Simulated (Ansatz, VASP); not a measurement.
**One calculation of Mg, two programs**

```
Mg
1.0
     3.19503    0.00000    0.00000
    -1.59751    2.76697    0.00000
     0.00000    0.00000    5.10777
Mg
2
Direct
  0.33333 0.66667 0.25000
  0.66667 0.33333 0.75000
```

Alike in both runs: functional r2SCAN; k mesh 15 × 15 × 8; occupations gaussian, width 0.1 eV; no spin polarisation.

Ansatz relaxed the structure, and its values are those at the end. VASP's run is a single point on that final structure, the one shown.

|  | VASP | Ansatz |
| --- | --- | --- |
| version | VASP 6.6.1 | Ansatz 0.2.0 |
| potentials or method | VASP PAW PBE potentials, release 64 (Mg) | scalar-relativistic, plane waves, PAW |
| plane-wave cutoff (eV) | 520 | 500 |
| valence electrons in the cell | 4 | 20 |

|  | VASP | Ansatz | Ansatz less VASP |
| --- | --- | --- | --- |
| gap on the k mesh at the Fermi level (eV) | none | none | - |
| pressure (GPa) | -0.3 | 0.0 | +0.32 |

A gap of «none» marks a metal or a gap that the smearing closes. With one functional, cell and mesh, what is left measures potentials, basis and numerics. The two sets of potentials don't hold the same shells in valence.

Caveats: the PAW data sets were made with another functional, which shifts forces and pressure a little (VASP).
